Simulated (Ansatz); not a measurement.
A relaxation computed with Ansatz, from input to last step.

```yaml
crystal:
  lattice:
    - [0.0, 2.1556189475, 2.1556189475]
    - [2.1556189475, 0.0, 2.1556189475]
    - [2.1556189475, 2.1556189475, 0.0]
  atoms:
    - { symbol: Ta, position: [0.0, 0.0, 0.0] }
    - { symbol: H, position: [0.5, 0.5, 0.5] }
basis:
  ecutwfc: 420
kpoints:
  mp_grid: { grid: [14, 14, 14] }
hamiltonian:
  xc: pbe
scf:
  occupations: { method: gaussian, width: 0.1 }
output:
  forces: true
  stress: true
  eigenvalues: true
relax:
  adjacent_minimum: "off"
  f_tol: 0.025
  max_steps: 70
  cell: { stress_tol: 0.12 }
```

```bash
ansatz run input.yaml --threads 2 --pin off --max-ram 5120MiB --backend cpu --events-out ev --progress --plain --runs-dir out
```

Computed with DFT PBE, scalar-relativistic, plane waves, PAW in Ansatz 0.2.0.

Of 4 frames 4 are shown, positions in Å and forces in eV/Å; the SCF threshold varies from step to step. Steps run on the plane waves of an earlier cell, with a Pulay correction in the pressure. The basis is chosen afresh for the last frame, the zero of the energies, and can be on the way; energy and pressure step there, also at an unchanged geometry. The mark taken_back stands on steps that the optimiser undid.

```xyz
2
Lattice="0.0000 2.1556 2.1556 2.1556 0.0000 2.1556 2.1556 2.1556 0.0000" Properties=species:S:1:pos:R:3:forces:R:3 pbc="T T T" step=1 free_energy_over_end_meV_per_atom=0.14 pressure_GPa=0.97
Ta    0.0000    0.0000    0.0000    0.0000    0.0000    0.0000
H     2.1556    2.1556    2.1556    0.0000    0.0000    0.0000
2
Lattice="0.0000 2.1688 2.1688 2.1688 0.0000 2.1688 2.1688 2.1688 0.0000" Properties=species:S:1:pos:R:3:forces:R:3 pbc="T T T" step=2 free_energy_over_end_meV_per_atom=1.46 pressure_GPa=-2.90 taken_back
Ta    0.0000    0.0000    0.0000    0.0000    0.0000    0.0000
H     2.1688    2.1688    2.1688    0.0000    0.0000    0.0000
2
Lattice="0.0000 2.1589 2.1589 2.1589 0.0000 2.1589 2.1589 2.1589 0.0000" Properties=species:S:1:pos:R:3:forces:R:3 pbc="T T T" step=3 free_energy_over_end_meV_per_atom=0.05 pressure_GPa=-0.02
Ta    0.0000    0.0000    0.0000    0.0000    0.0000    0.0000
H     2.1589    2.1589    2.1589    0.0000    0.0000    0.0000
2
Lattice="0.0000 2.1589 2.1589 2.1589 0.0000 2.1589 2.1589 2.1589 0.0000" Properties=species:S:1:pos:R:3:forces:R:3 pbc="T T T" step=4 free_energy_over_end_meV_per_atom=0.00 pressure_GPa=-0.01
Ta    0.0000    0.0000    0.0000    0.0000    0.0000    0.0000
H     2.1589    2.1589    2.1589    0.0000    0.0000    0.0000
```

Time: 3.4 s on 2 threads of Arm Neoverse V2 (shared host), peak memory 0.3 GiB.

Spin–orbit coupling is left out, which can shift energies with elements as heavy as these.